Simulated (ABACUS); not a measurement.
A run of ABACUS 3.10.1 is set up as follows.

File INPUT:

```
INPUT_PARAMETERS
suffix              InP
calculation         nscf
basis_type          pw
pseudo_dir          ./
symmetry            -1
dft_functional      GGA_X_SOGGA+GGA_C_PBE
ecutwfc             55.0
pseudo_rcut         10
nspin               1
nbands              19
ks_solver           dav
smearing_method     fd
smearing_sigma      0.00367493
scf_thr             1e-08
scf_nmax            100
mixing_type         broyden
mixing_beta         0.7
ecutrho             440.0
init_chg            file
pw_diag_thr         1e-07
out_band            1
kpar                4
```

STRU

```
ATOMIC_SPECIES
In 114.8180 In.pbe-dn-rrkjus_psl.0.2.2.UPF
P 30.9738 P.pbe-n-rrkjus_psl.1.0.0.UPF

LATTICE_CONSTANT
1.8897261246

LATTICE_VECTORS
-2.9305000000 0.0000000000 2.9305000000
0.0000000000 2.9305000000 2.9305000000
-2.9305000000 2.9305000000 0.0000000000

ATOMIC_POSITIONS
Direct

In
0.0
1
0.0000000000 0.0000000000 0.0000000000 1 1 1

P
0.0
1
0.2500000000 0.2500000000 0.2500000000 1 1 1
```

KPT

```
K_POINTS
12
Line
0.00000000 0.00000000 0.00000000 10 // G
0.50000000 0.00000000 0.50000000 10 // X
0.50000000 0.25000000 0.75000000 10 // W
0.37500000 0.37500000 0.75000000 10 // K
0.00000000 0.00000000 0.00000000 10 // G
0.50000000 0.50000000 0.50000000 10 // L
0.62500000 0.25000000 0.62500000 10 // U
0.50000000 0.25000000 0.75000000 10 // W
0.50000000 0.50000000 0.50000000 10 // L
0.37500000 0.37500000 0.75000000 1 // K
0.62500000 0.25000000 0.62500000 10 // U
0.50000000 0.00000000 0.50000000 1 // X
```

Potentials or basis: SSSP 1.3 efficiency PBE, plane waves.

Run with:

```sh
$ OMP_NUM_THREADS=1 mpirun -np 4 abacus > log
```

Task: Predict the band gap along the path.

Result: 0.64 eV, direct.

Levels at the corners of the path, in eV from the Fermi level:
```tsv
point	band 5	band 6	band 7	band 8	band 9	band 10	band 11	band 12	band 13	band 14
Γ	-14.33	-11.91	-0.35	-0.35	-0.35	0.29	3.64	3.64	3.64	7.96
X	-14.29	-9.48	-6.17	-2.71	-2.71	1.22	1.78	8.78	9.18	9.18
W	-14.31	-9.40	-6.01	-3.38	-3.34	3.81	4.01	5.11	5.68	9.76
K	-14.31	-9.49	-6.02	-3.74	-2.33	1.86	3.96	7.06	7.10	7.80
Γ	-14.33	-11.91	-0.35	-0.35	-0.35	0.29	3.64	3.64	3.64	7.96
L	-14.31	-10.15	-6.17	-1.34	-1.34	1.05	4.34	4.34	6.57	8.96
U	-14.31	-9.49	-6.02	-3.74	-2.33	1.86	3.96	7.06	7.10	7.80
W	-14.31	-9.40	-6.01	-3.38	-3.34	3.81	4.01	5.11	5.68	9.76
L	-14.31	-10.15	-6.17	-1.34	-1.34	1.05	4.34	4.34	6.57	8.96
K	-14.31	-9.49	-6.02	-3.74	-2.33	1.86	3.96	7.06	7.10	7.80
U	-14.31	-9.49	-6.02	-3.74	-2.33	1.86	3.96	7.06	7.10	7.80
X	-14.29	-9.48	-6.17	-2.71	-2.71	1.22	1.78	8.78	9.18	9.18
```

Caveat: the density is read from an earlier self-consistent run, whose mesh may be coarse; spin-orbit coupling is left out, which moves the levels of the heavy elements.

**What was measured.**

A printed reference work, data compilation reports, for a bulk crystal of InP at 1.6 K: band gap 1.4236 eV (direct).

A measured gap of InP is 1.4236 eV (direct; 1.6 K; a printed reference work, data compilation); the calculated 0.64 eV misses it by -0.79 eV. Spin-orbit coupling on In is left out. The value is that of SOGGA, without temperature or zero-point motion.
